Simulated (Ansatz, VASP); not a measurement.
**One calculation of HgTe, two programs**

```
Hg Te
1.0
     0.00000    3.00303    3.00303
     3.00303    0.00000    3.00303
     3.00303    3.00303    0.00000
Hg Te
1 1
Direct
  0.00000 0.00000 0.00000
  0.50000 0.50000 0.50000
```

Alike in both runs: functional PBEsol; k mesh 9 × 9 × 9; occupations fermi-dirac, width 0.1 eV; no spin polarisation.

Ansatz relaxed the structure, and its values are those at the end. VASP's run is a single point on that final structure, the one shown.

```csv
,VASP,Ansatz
version,VASP 6.6.1,Ansatz 0.2.0
potentials or method,"VASP PAW PBE potentials, release 64 (Hg, Te)",PAW plane waves
plane-wave cutoff (eV),520,420
valence electrons in the cell,18,36
```

VASP gave:

```
gap on the k mesh at the Fermi level (eV) : none
pressure (GPa)                            : 0.2
```

Problem. Which values does Ansatz return?

Solution. gap on the k mesh at the Fermi level (eV): none; pressure (GPa): 0.0.

A gap of «none» marks a metal or a gap that the smearing closes. The two sets of potentials don't hold the same shells in valence. Ansatz warned: «pseudo_functional_mismatch».

Caveats: the PAW data sets were made with another functional, which shifts forces and pressure a little (VASP). Spin-orbit coupling is left out, which matters for the levels of Hg, Te.
